A mesh with $N$ divisions along each reciprocal edge replaces an integral over the Brillouin zone by an average over $N^3$ points. Write the band energy as a sum of waves in $k$, one for each lattice vector of the crystal. The average removes every wave correctly except those whose lattice vector is $N$ times another, because these take the same value at all mesh points. The error of the mesh is therefore the strength of the waves that it mistakes for a constant. In this zinc-blende AlN cell the first of them belong to vectors of length $N \times 3.089$ Å, so each further division pushes the error about 3 Å further out in real space.

How fast the error falls is then a question of how fast those waves weaken with distance. In a crystal with a gap the filled bands stay separate from the empty ones at every real $k$, and their summed energy is a smooth function. Smoothness ends only at complex $k$, where a filled and an empty band meet. The distance of that meeting point from the real axis sets an exponential decay, and other things being equal a wider gap puts it further away and makes the decay faster.

The kind of meeting point adds a power of distance. Near it the band energy behaves as a square root, which in one dimension gives waves that weaken as $R^{-3/2}$ times the exponential, $R$ being the length of the lattice vector. In three dimensions only a narrow bundle of $k$ around the best path contributes, with a width of order $R^{-1/2}$ in each of the two sideways directions, and this supplies another factor $1/R$. Since $R$ is proportional to $N$, the energy error is

$$\Delta E(N) = C\,N^{-5/2}\,e^{-bN}.$$

Here $C$ is a scale and $b$ the decay per division. The argument concerns the band energy, but the total energy should follow it, because a small error in the electron density enters the total energy only at second order.

Quantum ESPRESSO 7.5 calculations of zinc-blende AlN (2-atom cell, fixed geometry) with PBEsol, PseudoDojo 0.4.1 SR PBEsol standard norm-conserving pseudopotentials, a 1142.88 eV wavefunction cutoff and 0.1 eV Fermi-Dirac smearing. The sweep value is the k-point mesh; energies are free energies relative to the 14,14,14 mesh, and gaps are taken on each mesh.

```csv
sweep value,energy less tightest (meV/atom),pressure (GPa),gap (eV)
"2,2,2",742.7,5.819,2.688
"3,3,3",103.6,1.618,4.061
"4,4,4",19.4,1.253,3.158
"6,6,6",1.0,1.208,3.186
"8,8,8",0.1,1.212,3.188
"9,9,9",0.0,1.211,3.373
"10,10,10",0.0,1.211,3.188
"12,12,12",0.0,1.211,3.188
"14,14,14",0.0,1.212,3.188
```

The column "energy less tightest" is the error $\Delta E$, taken relative to the 14,14,14 mesh. Its fall steepens on a logarithmic scale of $N$: doubling the mesh from 2,2,2 to 4,4,4 reduces the error about 38 times, and doubling it again about 290 times. A fixed power of $N$ would give the same factor both times. With the power held at 5/2, a fit of $C$ and $b$ to the six rows from 2,2,2 to 9,9,9 gives $b = 0.97$, and it describes them far better than an exponential alone; the printed analysis after this section has the details.

For hand use $b$ may be rounded to 1, and one known error then replaces $C$:

$$\Delta E(N) \approx \Delta E(N_0)\left(\frac{N_0}{N}\right)^{5/2} e^{-(N-N_0)}.$$

Take the 4,4,4 mesh, with its error of 19.4 meV/atom, as the known row $N_0$. For 6,6,6 the power gives $(4/6)^{5/2} \approx 0.36$ and the exponential $e^{-2} \approx 0.14$, together about 0.049. The estimate is $19.4 \times 0.049 \approx 0.95$ meV/atom, and the calculation gives 1.0.

For 8,8,8 the same two factors are $(4/8)^{5/2} \approx 0.18$ and $e^{-4} \approx 0.018$, together about 0.0032. The estimate of 0.06 meV/atom compares with a computed 0.07, which the table rounds to 0.1. Both rows took part in the fit that suggested $b \approx 1$, so they show how well the rule condenses the table and are no independent test of it.

In practice the converged energy is unknown at the start, but once $b$ is known two cheap meshes can stand in for it. By the rule the error at 3,3,3 is $(4/3)^{5/2}e \approx 5.6$ times that at 4,4,4, so the drop in energy between the two meshes is 4.6 times the error that remains. The drop is $103.6 - 19.4 = 84.2$ meV/atom, which leaves about 18 meV/atom at 4,4,4, close to the true 19.4. With $b$ in hand, two small runs are thus enough to show that 4,4,4 misses a bound of 10 meV/atom. Here $b$ came from the denser meshes as well, so this is a check after the fact and no forecast; where $b$ is unknown, at least a third mesh is needed to find it.

Anchored at 4,4,4, the rule stays within 10% of the computed error from 2,2,2 to 9,9,9, while the error itself shrinks by more than four powers of ten. It starts slightly too high and ends slightly too low, as it must when $b$ is rounded up. The good result at 2,2,2 is more than the derivation promises, since the formula is meant for large distances. At 9,9,9 the error of 0.019 meV/atom is already uncertain by about one unit in its last digit, and beyond 9,9,9 the errors come down to the last digits of the printed energies and no longer test the rule. Between the listed meshes it suggests about 4 meV/atom for 5,5,5, which was not run but would probably meet the 10 meV/atom bound.

The derivation also tells how to carry the rule to a neighbouring case. What counts is the real-space length $N$ times the cell edge, so the same crystal described by a cell twice as long in every direction needs half as many divisions. The value $b \approx 1$ belongs to this material and this cell, and another insulator needs its own value. The form should be checked there too. The power 5/2 is a large-distance limit that coarse meshes need not show. The single sign is expected only when the bands meet at a complex $k$ whose real part lies at the zone centre; a meeting point elsewhere in the zone adds an oscillating factor, and the error can then alternate in sign with $N$. A shifted mesh lets some of the mistaken waves enter with the opposite sign, which changes $C$. In a metal without smearing the occupation changes abruptly at the Fermi surface, the smoothness is lost, and with it the exponential form. Fermi-Dirac smearing restores the smoothness, and an exponential decay is expected again, but at a rate set by the smearing width instead of a gap, usually much slower and with an oscillating sign.

The pressure needs a test of its own, because it depends on how the energy error changes with volume and not on the error itself. At 4,4,4 it is already within 0.1 GPa of its final value while the energy is still clearly off. Its remaining deviation then changes sign at 6,6,6. The energy formula cannot be copied for it, but its derivative allows this: both $C$ and $b$ change with volume, so the pressure error is expected to be $\Delta E$ times a factor linear in $N$, which can pass through zero. The ratio of pressure miss to energy error does fall steadily from 2,2,2 to 4,4,4 before it turns negative.

The gap breaks the rule more openly. At 9,9,9 the energy is converged to about 0.02 meV/atom, yet the gap is 0.185 eV larger than at 14,14,14. The energy is an average over the zone, whereas the gap is read from two single points, and a mesh may miss one of them. Zinc-blende AlN is known to have its highest filled state at the zone centre Γ and its lowest empty state at the zone-edge point X. A mesh centred on Γ contains X only if $N$ is even, which fits the steady gap of the even meshes from 6,6,6 on.

The size of this miss can also be estimated by hand. On an odd mesh the nearest point lies $q = 2\pi/(aN)$ from X, where $a = \sqrt{2}\times 3.089$ Å is the cubic lattice constant, and the band there has risen by $\hbar^2q^2/2m$. The step runs along the line through Γ and X, so $m$ is the longitudinal mass. With a rough recalled value of half the electron mass this gives 0.19 eV at 9,9,9 against the computed 0.185, though one row and a recalled mass show only that the size is plausible. At 3,3,3 it gives twice the computed miss. There the nearest point lies a third of the way from X to Γ, too far for a parabola to be trusted, and the lowest empty state on the mesh may even be the one at Γ, which would cap the gap; the density is poor as well. The outputs don't separate these causes. The parabola shrinks only as $1/N^2$, so a denser odd mesh is a slow cure; a mesh that contains X removes this error at once. It does not remove the error of a poor density, the likely reason why 2,2,2 and 4,4,4, which contain X, still give gaps 0.5 and 0.03 eV too low. The gap of 3.19 eV reached in this way is converged in the mesh only, and PBEsol is known to underestimate gaps.

Output of the analysis:

```
Rule anchored at 4,4,4 against the computed errors:
       row  energy error meV/atom  rule meV/atom  rule/error (0 if unresolved)  pressure miss GPa  gap miss eV
     2,2,2                  742.7          812.2                         1.093              4.607         -0.5
     3,3,3                  103.6          108.4                         1.046              0.406        0.873
     4,4,4                  19.43          19.43                             1              0.041        -0.03
     6,6,6                  0.987         0.9542                        0.9668             -0.004       -0.002
     8,8,8                  0.068        0.06291                        0.9251                  0            0
     9,9,9                  0.019        0.01724                        0.9074             -0.001        0.185
  10,10,10                  0.006       0.004874                        0.8123             -0.001            0
  12,12,12                  0.001      0.0004181                             0             -0.001            0
  14,14,14                      0      3.849e-05                             0                  0            0
fit of log(errf) + 2.5*log(n) on 6 rows (n <= 9): constant 10.31 +/- 0.014, coefficient of n -0.9748 +/- 0.0023; rms 0.0119, worst 4,4,4 -0.0211, leave-one-out rms 0.0185
  rows outside the fit (model, value, miss): 10,10,10 0.5623, 0.6405, -0.0781; 12,12,12 -1.387, -0.6955, -0.692; 14,14,14 -3.337, -1.003, -2.33
fit of log(errf) on 6 rows (n <= 9): constant 9.195 +/- 0.29, coefficient of n -1.488 +/- 0.049; rms 0.249, worst 2,2,2 -0.391, leave-one-out rms 0.406
  rows outside the fit (model, value, miss): 10,10,10 -5.685, -5.116, -0.569; 12,12,12 -8.661, -6.908, -1.75; 14,14,14 -11.64, -7.601, -4.04
Rule's factor from 4,4,4 to 6,6,6: 0.04911
Rule's factor from 4,4,4 to 8,8,8: 0.003238
Computed fall of the error from 2,2,2 to 4,4,4 (times): 38.23
Computed fall of the error from 4,4,4 to 8,8,8 (times): 285.7
Rule's estimate for the mesh 5,5,5 that was not run (meV/atom): 4.092
Error at 4,4,4 estimated from the drop between 3,3,3 and 4,4,4 alone (meV/atom): 18.39
Parabola's estimate of the gap miss at 9,9,9 (eV): 0.1946
Parabola's estimate of the gap miss at 3,3,3 (eV): 1.751
```
